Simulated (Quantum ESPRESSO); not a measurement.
Crystal: TaN.

```
CELL_PARAMETERS angstrom
3.66304 0.00000 0.00000
0.00000 3.66304 0.00000
0.00000 0.00000 4.56049
ATOMIC_POSITIONS crystal
Ta 0.00000 0.50000 0.00000
Ta 0.50000 0.00000 0.50000
N 0.00000 0.00000 0.25000
N 0.00000 0.00000 0.75000
```

The cell comes from a database or a generator and needn't be the stable form of this composition.

| Item | Value |
| --- | --- |
| Program | Quantum ESPRESSO 7.5 |
| Task | single point |
| Functional | PBE |
| Potentials or basis | SSSP 1.3 efficiency PBE |
| Cutoff | 816 eV |
| Density cutoff | 6531 eV |
| k mesh | 7 × 7 × 6 |
| Occupations | fermi-dirac, width 0.05 eV |
| Spin | no spin polarisation |

On this cell: pressure -20.0 GPa; largest force under 0.003 eV/Å; band gap on the k mesh none (metal or under the smearing width).

The same run follows on a disturbed copy (atoms moved at random, drawn with an rms of 0.05 Å):

```
Ta N
1.0
     3.66304    0.00000    0.00000
     0.00000    3.66304    0.00000
     0.00000    0.00000    4.56049
Ta N
2 2
Direct
  0.00390 0.49380 0.98355
  0.50490 0.99133 0.50715
  0.99281 0.99644 0.25313
  0.99339 0.99806 0.74473
```

What changes?

The energy (extrapolated to zero smearing) moves by +10.6 meV/atom; pressure -19.5 GPa; largest force 0.647 eV/Å; band gap on the k mesh none (metal or under the smearing width).

Forces in eV/Å, atoms in the order of the input:
```
Ta  -0.038  0.016  0.442
Ta  -0.188  0.024 -0.537
N    0.059 -0.004 -0.529
N    0.167 -0.036  0.624
```

Stress tensor (GPa, compression positive):
```
-28.70   0.07   0.31
  0.07 -31.93   0.14
  0.31   0.14   2.22
```

Caveats: so large a pressure means that the cell lies far from this level's equilibrium, or that cutoff or potentials fall short (some runs).
